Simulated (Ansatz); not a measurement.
**Cold compression of SiNi (NiAs type)**

```xyz
4
Lattice="3.5106 0.0000 0.0000 -1.7553 3.0403 0.0000 0.0000 0.0000 4.8231" Properties=species:S:1:pos:R:3 pbc="T T T"
Ni    0.0000    0.0000    0.0000
Ni    0.0000    0.0000    2.4116
Si    0.0000    2.0268    1.2058
Si    1.7553    1.0134    3.6174
```

The cell comes from a relaxation on PAW files under the same functional, begun from a prototype that needn't be the stable phase.

Its volume is scaled, and at each volume shape and atoms are relaxed on PAW files; all methods then take that cell.

Level of theory: DFT with PBE, scalar-relativistic, in Ansatz 0.2.0; a Γ-centred 11×11×6 k mesh, Fermi–Dirac smearing of 0.1 eV, no spin polarisation. LAPW: all electrons, basis error target 1 meV/atom; PAW: frozen-core files, cutoff 420 eV; crystal datasets: all electrons, by PAW datasets that the program makes for each cell; norm-conserving: pseudopotentials, cutoff 1400 eV.

Energies are extrapolated to zero smearing and count from the unscaled cell; pressure is positive in compression; gaps take the mesh and a band path. No temperature or zero-point motion is included.

Spin polarisation is left out, though a magnetic state may lie lower.

```
V/V0  V (Å³/atom)  P LAPW (GPa)  ΔE LAPW (eV/atom)  P PAW − LAPW (GPa)  ΔE PAW − LAPW (meV/atom)  space group  shortest distance (Å)
1.00        12.87         -0.02              0.000                0.02                       0.0     P6_3/mmc                  2.358
0.94        12.10         11.62              0.026                0.04                       0.2     P6_3/mmc                  2.310
0.88        11.33          27.9              0.118                0.07                       0.4     P6_3/mmc                  2.258
0.80        10.30             ?              0.392                0.14                       1.0     P6_3/mmc                  2.186
0.72         9.27         111.4              0.930                0.24                       2.2     P6_3/mmc                  2.109
0.64         8.24         194.5              1.891                0.38                       4.1     P6_3/mmc                  2.026
```

**Question.** Fill in "P LAPW (GPa)" for the row "0.80".

**Answer.** 60.1.

**Question.** Fit the Vinet equation to the LAPW pressures over the whole range, with residuals weighted by 1/(|P| + 0.03·Pmax).

**Answer.** V0 = 12.87 Å³/atom, B0 = 163 GPa and B0′ = 4.67, and the fit misses no point by more than 0.21 GPa. A fit over so wide a range pins B0 less well than one near rest.

**Question.** From the table, what is the rise of the enthalpy H = E + pV up to the last row, and how stiff is the crystal between the last two rows?

**Answer.** ΔH = 1.891 eV + (194.5 GPa × 8.24 Å³ + 0.02 GPa × 12.87 Å³) × 0.006242 eV/(GPa·Å³) = 11.89 eV/atom, of which pV makes 84 %. The mean bulk modulus there is −ΔP/Δln V = 706 GPa.

**Question.** At the smallest volume, how far do crystal datasets and norm-conserving lie from LAPW in pressure?

**Answer.** crystal datasets: 0.00 GPa; norm-conserving: +0.37 GPa, on a LAPW pressure of 194.5 GPa.

**Question.** How do the Löwdin populations by LAPW change from the unscaled cell to the last row?

**Answer.** Ni 3s 1.97 → 1.93, Ni 3d 8.85 → 8.96, Si 3s 1.47 → 1.28, Si 3p 2.87 → 3.00 electrons an atom. These are projections on the shells that the free atoms fill; 0.42 e a cell lies outside them at the start and 0.48 e at the end.
